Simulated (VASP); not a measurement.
# COH2 in VASP: settings compared, part 2 of 2

VASP 6.6.1. The steps go on from the part before.

### Step 5. Single point, PBE+D4

INCAR reads:

```
PREC     = Accurate       # precision mode
ENCUT    = 400            # plane-wave cutoff, eV
EDIFF    = 1E-7           # SCF threshold, eV
ISMEAR   = 0              # smearing method
SIGMA    = 0.01           # smearing width, eV
LREAL    = False          # projectors in reciprocal space
LASPH    = True           # aspherical terms in the spheres
NELM     = 100            # most SCF steps
ALGO     = Normal         # electronic algorithm
ISIF     = 2              # what is computed and relaxed
LWAVE    = False          # write WAVECAR
LCHARG   = False          # write CHGCAR
GGA      = PE             # functional
IVDW     = 13             # dispersion correction
NBANDS   = 14             # bands
ISYM     = 0
```

KPOINTS reads:

```
regular mesh
0
Gamma
  1 1 1
```

POSCAR reads:

```
H2CO                                    
1.0
   12.4947659882      0.0000000000      0.0000000000
    0.0000000000     12.9947659882      0.0000000000
    0.0000000000      0.0000000000     13.4947659882
  C               O               H             
     1     1     2
Selective dynamics
Direct
     0.5000190503999988    0.5037871195999983    0.5000098304999980   F   F   F
     0.5280834451117153    0.4155268171665636    0.5141175711107232   T   T   T
     0.5509629685625361    0.5707094188210559    0.5219025625498975   T   T   T
     0.4217435266881632    0.5227968060249758    0.4643869069497455   T   T   T
```

Potentials or basis: VASP PAW PBE potentials, release 64 (C, O, H).

The run is started by

```
$ cat potpaw_PBE.64/C/POTCAR potpaw_PBE.64/O/POTCAR potpaw_PBE.64/H/POTCAR > POTCAR
$ mpirun -np 4 vasp_gam > vasp.out
```

OUTCAR:

```text
PREC = Accurate
   ENCUT = 400
   EDIFF = 1E-7
   ISMEAR = 0
   LREAL = False
   LASPH = True
   NELM = 100
   ISIF = 2
   GGA = PE
   IVDW = 13
   ISYM = 0

 ion  position               nearest neighbor table
   1  0.500  0.504  0.500-   4 1.12   3 1.12   2 1.21
   2  0.528  0.416  0.514-   1 1.21
   3  0.551  0.571  0.522-   1 1.12
   4  0.422  0.523  0.464-   1 1.12

IMPORTANT INFORMATION: All symmetrisations will be switched off!
NOSYMM: (Re-)initialisation of all symmetry stuff for point group C_1.

----------------------------------------------------------------------------------------

                                     Primitive cell

  volume of cell :    2191.0987

  direct lattice vectors                    reciprocal lattice vectors
    12.494765988  0.000000000  0.000000000     0.080033512  0.000000000  0.000000000
     0.000000000 12.994765988  0.000000000     0.000000000  0.076954060  0.000000000
     0.000000000  0.000000000 13.494765988     0.000000000  0.000000000  0.074102804

  length of vectors
    12.494765988 12.994765988 13.494765988     0.080033512  0.076954060  0.074102804

  position of ions in fractional coordinates (direct lattice)
     0.500019050  0.503787120  0.500009830
     0.528083445  0.415526817  0.514117571
     0.550962969  0.570709419  0.521902563
     0.421743527  0.522796806  0.464386907

  ion indices of the primitive-cell ions
   primitive index   ion index
                 1           1
                 2           2
                 3           3
                 4           4

----------------------------------------------------------------------------------------

 KPOINTS: regular mesh

Automatic generation of k-mesh.
 Grid dimensions read from file:
 generate k-points for:    1    1    1

 Generating k-lattice:

  Cartesian coordinates                     Fractional coordinates (reciprocal lattice)
     0.080033512  0.000000000  0.000000000     1.000000000  0.000000000  0.000000000
     0.000000000  0.076954060  0.000000000     0.000000000  1.000000000  0.000000000
     0.000000000  0.000000000  0.074102804     0.000000000  0.000000000  1.000000000

  Length of vectors
     0.080033512  0.076954060  0.074102804

  Shift w.r.t. Gamma in fractional coordinates (k-lattice)
     0.000000000  0.000000000  0.000000000

 Subroutine IBZKPT returns following result:
 ===========================================

 Found      1 irreducible k-points:

 Following reciprocal coordinates:
            Coordinates               Weight
  0.000000  0.000000  0.000000      1.000000
   k-points           NKPTS =      1   k-points in BZ     NKDIM =      1   number of bands    NBANDS=     16
   number of dos      NEDOS =    301   number of ions     NIONS =      4
   total plane-waves  NPLWV = 680400
   dimension x,y,z NGX =    84 NGY =   90 NGZ =   90
   dimension x,y,z NGXF=   168 NGYF=  180 NGZF=  180
   ions per type =               1   1   2
   NGX,Y,Z   is equivalent  to a cutoff of  11.18, 11.51, 11.09 a.u.
   NGXF,Y,Z  is equivalent  to a cutoff of  22.35, 23.03, 22.17 a.u.
 SYSTEM =  unknown system
   PREC   = accura    normal or accurate (medium, high low for compatibility)
   ISTART =      0    job   : 0-new  1-cont  2-samecut
   ICHARG =      2    charge: 1-file 2-atom 10-const
   ISPIN  =      1    spin polarized calculation?
   LNONCOLLINEAR =      F non collinear calculations
   LSORBIT =      F    spin-orbit coupling
   LASPH  =      T    aspherical Exc in radial PAW
   ENCUT  =  400.0 eV  29.40 Ry    5.42 a.u.  20.38 21.19 22.01*2*pi/ulx,y,z
   NELM   =    100;   NELMIN=  2; NELMDL= -5     # of ELM steps
   EDIFF  = 0.1E-06   stopping-criterion for ELM
   LREAL  =      F    real-space projection
   EDIFFG = 0.1E-05   stopping-criterion for IOM
   NSW    =      0    number of steps for IOM
   IBRION =     -1    ionic relax: 0-MD 1-quasi-New 2-CG
   NFREE  =      0    steps in history (QN), initial steepest desc. (CG)
   ISIF   =      2    stress and relaxation
   ISYM   =      0    0-nonsym 1-usesym 2-fastsym
   POTIM  = 0.5000    time-step for ionic-motion
   TEBEG  =    0.0;   TEEND  =   0.0 temperature during run
   PSTRESS=    0.0 pullay stress
   NELECT =      12.0000    total number of electrons
   NUPDOWN=      -1.0000    fix difference up-down
   EMIN   =  10.00;   EMAX   =-10.00  energy-range for DOS
   EFERMI =   0.00;   METHOD = LEGACY
   ISMEAR =     0;   SIGMA  =   0.01  broadening in eV -4-tet -1-fermi 0-gaus
   EFERMI_NEDOS =   21; number of points for ismear=-14 and -15
   IALGO  =     38    algorithm
   IMIX   =      4    mixing-type and parameters
     AMIX     =   0.40;   BMIX     =  1.00
     AMIX_MAG =   1.60;   BMIX_MAG =  1.00
  volume/ion in A,a.u.               =     547.77      3696.57
  Fermi-wavevector in a.u.,A,eV,Ry     =   0.288568  0.545314  1.132976  0.083271
  Thomas-Fermi vector in A             =   1.145455
   LORBIT       =      0    0 simple, 1 ext, 2 COOP (PROOUT), +10 PAW based schemes
   GGA     = PE    functional components
   LHFCALC =     F    Hartree Fock is set to
   AEXX    =    0.0000 exact exchange contribution
   IVDW    =    13    specifies the selected vdW correction
   LEPSILON=     F    determine dielectric tensor
   LRPA    =     F    only Hartree local field effects (RPA)
 non-spin polarized calculation
 Gauss-broadening in eV      SIGMA  =   0.01
  energy-cutoff  :      400.00
  volume of cell :     2191.10
 maximum number of plane-waves:     19892
 NGX is ok and might be reduce to    84
   NGX = 41   NGY = 43   NGZ = 45

 number of electron      12.0000007 magnetization

 Free energy of the ion-electron system (eV)
  ---------------------------------------------------
  ext. energy  EPLUGINS =         0.00000000
  ---------------------------------------------------
  free energy    TOTEN  =       -22.15622380 eV

  energy without entropy =      -22.15622380  energy(sigma->0) =      -22.15622380

 E-fermi :  -6.1371     XC(G=0):  -0.3742

 val. band max:       -6.2006417343   @ k =   0.0000   0.0000   0.0000
 cond. band min:      -2.6755527527   @ k =   0.0000   0.0000   0.0000
 fundamental gap:      3.5250889816
 Fermi energy:        -6.1370810922

 k-point     1 :       0.0000    0.0000    0.0000
  band No.  band energies     occupation
      1     -26.6098      2.00000
      2     -15.6437      2.00000
      3     -12.0446      2.00000
      4     -10.8579      2.00000
      5      -9.9822      2.00000
      6      -6.2006      2.00000
[... 8 lines left out ...]
     15       1.2607      0.00000
     16       1.3616      0.00000

------------------------ aborting loop because EDIFF is reached ----------------------------------------

  DFT-D4 for vdW energy calculation

  Edisp (eV):   -0.02435

  FORCE on cell =-STRESS in cart. coord.  units (eV):
  Direction    XX          YY          ZZ          XY          YZ          ZX
  --------------------------------------------------------------------------------------
  -------------------------------------------------------------------------------------
  Total      -0.97218    -0.79215    -0.90903    -0.07576    -0.03799    -0.04231
  in kB      -0.71088    -0.57923    -0.66470    -0.05540    -0.02778    -0.03094
  external pressure =       -0.65 kB  Pullay stress =        0.00 kB

 VOLUME and BASIS-vectors are now :
 -----------------------------------------------------------------------------
  energy-cutoff  :      400.00
  volume of cell :     2191.10
      direct lattice vectors                 reciprocal lattice vectors
    12.494765988  0.000000000  0.000000000     0.080033512  0.000000000  0.000000000
     0.000000000 12.994765988  0.000000000     0.000000000  0.076954060  0.000000000
     0.000000000  0.000000000 13.494765988     0.000000000  0.000000000  0.074102804

 POSITION                                       TOTAL-FORCE (eV/Angst)
 -----------------------------------------------------------------------------------
      6.24762      6.54660      6.74752        -0.006520      0.021820     -0.003893
      6.59828      5.39967      6.93790         0.006874     -0.025353      0.005123
      6.88415      7.41624      7.04295         0.010086      0.005323      0.004366
      5.26959      6.79362      6.26679        -0.010440     -0.001790     -0.005596
 -----------------------------------------------------------------------------------
    total drift:                               -0.001062      0.000041     -0.000180

  FREE ENERGIE OF THE ION-ELECTRON SYSTEM (eV)
  ---------------------------------------------------
  free  energy   TOTEN  =       -22.1805759188 eV

  energy  without entropy=      -22.1805759188  energy(sigma->0) =      -22.18057592
```

Wall time 25 s (4 MPI ranks of AMD EPYC 9R45 (Zen 5), shared host); peak memory 0.41 GiB.

What came out:

```yaml
Free_energy: -22.1806 eV
Largest_force: 0.027 eV/Å
Gap_between_the_frontier_levels: 3.52 eV
Dispersion_energy_per_atom: -0.006 eV
```

Forces in eV/Å, atoms in the order of the input:
```
C   -0.007  0.022 -0.004
O    0.007 -0.025  0.005
H    0.010  0.005  0.004
H   -0.010 -0.002 -0.006
```

Caveat: the cutoff is under 1.25 times the usual one of these potentials, so pressure, stress and relaxed cells hold a basis-set (Pulay) error; the standard files for N, O and F lose accuracy on very short bonds. A hybrid or GW would open this gap; PBE tends to underestimate it.

### Step 6. Summary

| level | potentials or basis | gap on the mesh (eV) | largest force (eV/Å) |
| --- | --- | --- | --- |
| LDA | VASP PAW LDA potentials, release 64 (C, O, H) | 3.35 | 0.77 |
| PBEsol | VASP PAW PBE potentials, release 64 (C, O, H) | 3.46 | 0.28 |
| PBE+D3 | VASP PAW PBE potentials, release 64 (C, O, H) | 3.52 | 0.04 |
| PBE+D4 | VASP PAW PBE potentials, release 64 (C, O, H) | 3.52 | 0.03 |

Alike in all rows: task single point; no spin polarisation; cell as given; k mesh 1 × 1 × 1; cutoff (eV) 400; smearing gaussian 0.01 eV.

Caveats: the cutoff is under 1.25 times the usual one of these potentials, so pressure, stress and relaxed cells hold a basis-set (Pulay) error; the standard files for N, O and F lose accuracy on very short bonds; the PAW data sets were made with another functional, which shifts forces and pressure a little (some runs).

Absolute energies hang on the potentials; compare differences alone.
